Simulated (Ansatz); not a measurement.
# C: the cost of one run

Computed with Ansatz 0.2.0 (DFT PBE+D3(BJ), scalar-relativistic, plane waves, PAW, unless a step's input says otherwise).

**1. The structure to begin with**

Symmetry: P6/mmm, No. 191, hexagonal system. Conventional cell: a = 2.456 Å, b = 2.456 Å, c = 20.000 Å, α = 90.00°, β = 90.00°, γ = 120.00°. C (site symmetry -6m2) has 3 C at 1.42 Å as nearest neighbours.

Structure file:

```cif
data_structure
_symmetry_space_group_name_H-M 'P 1'
_symmetry_Int_Tables_number 1
_cell_length_a 2.4562
_cell_length_b 2.4562
_cell_length_c 20.0000
_cell_angle_alpha 90.000
_cell_angle_beta 90.000
_cell_angle_gamma 120.000
_cell_volume 104.50
loop_
_atom_site_label
_atom_site_type_symbol
_atom_site_fract_x
_atom_site_fract_y
_atom_site_fract_z
_atom_site_occupancy
C1 C 0.66667 0.33333 0.50000 1
C2 C 0.33333 0.66667 0.50000 1
```

Free-standing sheet.

**2. Relaxing the sheet and its cell in the plane**

The input, input.yaml:

```yaml
crystal:
  lattice:
    - [2.45624996, 0.0, 0.0]
    - [-1.22812498, 2.12717486, 0.0]
    - [0.0, 0.0, 20.00000324]
  atoms:
    - { symbol: C, position: [0.66666667, 0.33333334, 0.500000081] }
    - { symbol: C, position: [0.33333333, 0.66666666, 0.499999919] }
basis:
  ecutwfc: 600.0
  fft_grid_basis: typed
kpoints:
  mp_grid: { grid: [15, 15, 1] }
hamiltonian:
  xc: pbe
  dispersion: d3bj
scf:
  occupations: { method: gaussian, width: 0.05 }
output:
  forces: true
  eigenvalues: true
  stress: true
efield:
  axis: 3
  dipole_correction: true
  ramp_width: 0.04
relax:
  adjacent_minimum: "off"
  f_tol: 0.02
  max_steps: 60
  cell: { fix: [c, alpha, beta], stress_tol: 0.05 }
```

Command:

```console
> ansatz run input.yaml --threads 1 --pin off --max-ram 2211MiB --backend cpu --events-out ev --progress --plain --runs-dir out
```

Q: Estimate wall time and peak memory on 1 thread of Intel Xeon Platinum 8259CL at 2.50GHz (Skylake/Cascade Lake), shared host.

About 23 s, with a peak of 0.46 GiB.
